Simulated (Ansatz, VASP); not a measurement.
One calculation of ZnSe, two programs

Contents of INCAR:

```
SYSTEM = ZnSe
  PREC = Accurate
  ENCUT = 520
  EDIFF = 1E-6
  ISMEAR = 0
  SIGMA = 0.01
  LREAL = .False.
  LASPH = .True.
  NELM = 80
  ALGO = Normal
  ISIF = 2
  LWAVE = .False.
  LCHARG = .False.
  GGA = PE
  NBANDS = 16
```

KPOINTS

```
Automatic mesh
0
Gamma
  6 6 6
  0 0 0
```

File POSCAR:

```
ZnSe
1.0
    0.0000000000      2.8945190374      2.8945190374
    2.8945190374      0.0000000000      2.8945190374
    2.8945190374      2.8945190374      0.0000000000
Zn Se
1 1
Direct
    0.0000000000      0.0000000000      0.0000000000
    0.2500000000      0.2500000000      0.2500000000
```

Input for Ansatz:

```yaml
crystal:
  lattice:
    - [0.0, 2.8945190374, 2.8945190374]
    - [2.8945190374, 0.0, 2.8945190374]
    - [2.8945190374, 2.8945190374, 0.0]
  atoms:
    - { symbol: Zn, position: [0.0, 0.0, 0.0] }
    - { symbol: Se, position: [0.25, 0.25, 0.25] }
kpoints:
  mp_grid: { grid: [6, 6, 6] }
hamiltonian:
  xc: pbe
scf:
  occupations: { method: fixed }
  n_extra_bands: 4
output:
  forces: true
  stress: true
  eigenvalues: true
```

Alike in both runs: task single point; functional PBE; k mesh 6 × 6 × 6; no spin polarisation.

|  | VASP | Ansatz |
| --- | --- | --- |
| version | VASP 6.6.1 | Ansatz 0.2.0 |
| potentials or method | VASP PAW PBE potentials, release 64 (Zn, Se) | plane waves, PAW |
| plane-wave cutoff (eV) | 520 | 420 |
| occupations | gaussian, width 0.01 eV | fixed |
| valence electrons in the cell | 18 | 28 |

|  | VASP | Ansatz | Ansatz less VASP |
| --- | --- | --- | --- |
| gap on the k mesh at the Fermi level (eV) | 1.04 | 1.04 | 0.000 |
| pressure (GPa) | -1.3 | -1.5 | -0.19 |

The two sets of potentials don't hold the same shells in valence.
